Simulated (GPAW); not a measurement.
Crystal: Eu.

```
Eu
1.0
     3.98891    0.00000    0.00000
    -1.32964    3.76078    0.00000
    -1.32964   -1.88039    3.25693
Eu
1
Direct
  0.00000 0.00000 0.00000
```

Base run:

| Property | Result |
| --- | --- |
| Program | GPAW 26.7.0 |
| Functional | BEEF-vdW |
| Potentials or basis | GPAW PAW data sets (gpaw-data 1.2.1) |
| Cutoff | 800 eV |
| Basis | pw |
| k mesh | 8 × 8 × 8 |
| Occupations | gaussian, width 0.2 eV |
| Spin | collinear spin, ferromagnetic start |
| Starting moments | [7.0] μB |

Its results: band gap on the k mesh none (metal or under the smearing width); net moment 7.57 μB per cell; site moments Eu +6.78 μB.

**Question.** The run is repeated on the same cell with these changes: functional from BEEF-vdW to PBE; occupations from gaussian, width 0.2 eV to fermi-dirac, width 0.05 eV. What comes out?

**Answer.** Band gap on the k mesh none (metal or under the smearing width); net moment 7.37 μB per cell; site moments Eu +6.71 μB.

Caveats: one-centre terms of the f shell are cut off; spin-orbit coupling is left out, which moves the levels of the heavy elements.

Not every run made on this cell is shown here.
